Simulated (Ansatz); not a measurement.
**Sb2Te3: point defects**

Take a 15-atom supercell of Sb2Te3 in the Bi2Te3 type structure (space group R-3m, No. 166; a = 4.276 Å, c = 29.825 Å (hexagonal axes)) at its relaxed geometry as the base.

One neutral defect a cell, atoms relaxed at fixed cell.

Calculations: PBE-D3(BJ)/PAW in Ansatz (a program for electronic structure), spin-orbit coupling left out.

```tsv
variant	pressure	largest displacement of a host atom from its site in the perfect cell
perfect supercell	0.00 GPa	–
Te vacancy	-0.89 GPa	0.81 Å
Te on a Sb site (antisite)	-0.4 GPa	0.09 Å
H interstitial (started 2.79 Å from the nearest host atom), symmetric start	-0.3 GPa	0.08 Å
Te interstitial (started 2.51 Å from the nearest host atom), symmetric start	3.7 GPa	0.84 Å
```

The cell is small, so the values are those of an ordered compound at a high defect concentration; dilute-limit values will differ. The mesh was chosen for an insulator and is coarse for the gapless case. Defects with a symmetric start kept the site's symmetry and may sit on a saddle; the others started slightly shaken. The final runs are not spin-polarised.
